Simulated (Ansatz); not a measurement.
## BN: random displacements

All numbers below come from Ansatz, DFT PBE, scalar-relativistic, plane waves, PAW. The runs took a 420 eV cutoff, a Γ-centred 12×12×4 mesh and Gaussian smearing (0.05 eV). No spin polarisation. Energies are free energies at this smearing, counted from the undisturbed cell; pressure is positive in compression.

The undisturbed cell (as given, not relaxed at this level):

```xyz
4
Lattice="2.5040 0.0000 0.0000 -1.2520 2.1685 0.0000 0.0000 0.0000 6.6612" Properties=species:S:1:pos:R:3 pbc="T T T"
B     0.0000    1.4457    1.6653
B     1.2520    0.7228    4.9959
N     0.0000    1.4457    4.9959
N     1.2520    0.7228    1.6653
```

The cell holds layers and no dispersion correction was added, so their binding is poorly described.

The atoms are displaced (Å, in the unstrained cell):

```
atom ux uy uz
  B1  -0.227  -0.335   0.205
  B2   0.109   0.186  -0.143
  N3  -0.189  -0.052   0.124
  N4   0.306   0.201  -0.187
```

Strain (Voigt, engineering shear): (-0.0218, 0.0070, -0.0115, -0.0268, 0.0310, -0.0766).

Q: What are the energy change, the stress and the forces?

A: ΔE = 7561.9 meV/atom; stress (xx, yy, zz, yz, xz, xy; compression positive) (469.65, 70.49, 110.21, 62.11, 251.56, 148.64) GPa; gap on the mesh 1.80 eV.
```
atom Fx (eV/Å) Fy Fz
  B1     117.37   23.42   56.27
  B2     -31.83  -16.06   -3.89
  N3      31.89   16.09    3.82
  N4    -117.42  -23.44  -56.20
```

Cost: 1 run of about 0.27 core-minutes, on Arm Neoverse V2 (shared hosts).